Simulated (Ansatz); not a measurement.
The input (input.yaml):

```yaml
crystal:
  lattice:
    - [6.42, 0.0, 0.0]
    - [3.21, 5.559883, 0.0]
    - [0.0, 0.0, 18.21304]
  atoms:
    - { symbol: Mg, position: [0.0, 0.0, 0.0549057] }
    - { symbol: Mg, position: [0.5, 0.0, 0.0549057] }
    - { symbol: Mg, position: [0.0, 0.5, 0.0549057] }
    - { symbol: Mg, position: [0.5, 0.5, 0.0549057] }
    - { symbol: Mg, position: [-0.16571893, 0.33288033, 0.19481822] }
    - { symbol: Mg, position: [0.3332116, 0.33311217, 0.19483324] }
    - { symbol: Mg, position: [-0.16653517, 0.83330116, 0.19272648] }
    - { symbol: Mg, position: [0.3331633, 0.83381391, 0.19482803] }
    - { symbol: Mg, position: [0.00327444, 0.00315208, 0.33860781] }
    - { symbol: Mg, position: [0.49327749, 0.00337298, 0.3384505] }
    - { symbol: Mg, position: [0.00331647, 0.4935171, 0.33858228] }
    - { symbol: Mg, position: [0.50025139, 0.49991432, 0.33069549] }
    - { symbol: F, position: [0.83317776, 0.83328835, 0.38213184] }
basis:
  ecutwfc: 420.0
kpoints:
  mp_grid: { grid: [4, 4, 1] }
hamiltonian:
  xc: pbesol
scf:
  occupations: { method: gaussian, width: 0.1 }
  lower_state_search: "off"
neb:
  images: 5
  f_tol: 0.03
  initial_path: idpp
  max_iterations: 63
  spring: { min: 2.0, max: 10.0 }
  constraints: [{ sites: [0, 1, 2, 3] }]
  final_atoms:
    - { symbol: Mg, position: [0.0, 0.0, 0.0549057] }
    - { symbol: Mg, position: [0.5, 0.0, 0.0549057] }
    - { symbol: Mg, position: [0.0, 0.5, 0.0549057] }
    - { symbol: Mg, position: [0.5, 0.5, 0.0549057] }
    - { symbol: Mg, position: [-0.1668367, 0.3338139, 0.19482803] }
    - { symbol: Mg, position: [0.33346483, 0.33330115, 0.19272648] }
    - { symbol: Mg, position: [-0.1667884, 0.83311216, 0.19483324] }
    - { symbol: Mg, position: [0.33428107, 0.83288032, 0.19481822] }
    - { symbol: Mg, position: [0.00025139, -8.569e-05, 0.33069549] }
    - { symbol: Mg, position: [0.50331647, -0.00648291, 0.33858228] }
    - { symbol: Mg, position: [-0.00672251, 0.50337297, 0.3384505] }
    - { symbol: Mg, position: [0.50327444, 0.50315207, 0.33860781] }
    - { symbol: F, position: [1.33317776, 0.33328834, 0.38213184] }
  order_check: true
```

Run as:

```bash
$ ansatz run input.yaml --threads 4 --pin off --max-ram 10240MiB --backend cpu --events-out ev --progress --plain --runs-dir out
```

Hardware: 4 threads of Intel(R) Xeon(R) Platinum 8488C (Sapphire Rapids), with other jobs on the host.

Roughly how long does this run take, and how much memory?

11 min, with a peak of 3.1 GiB, for 10 band iterations.
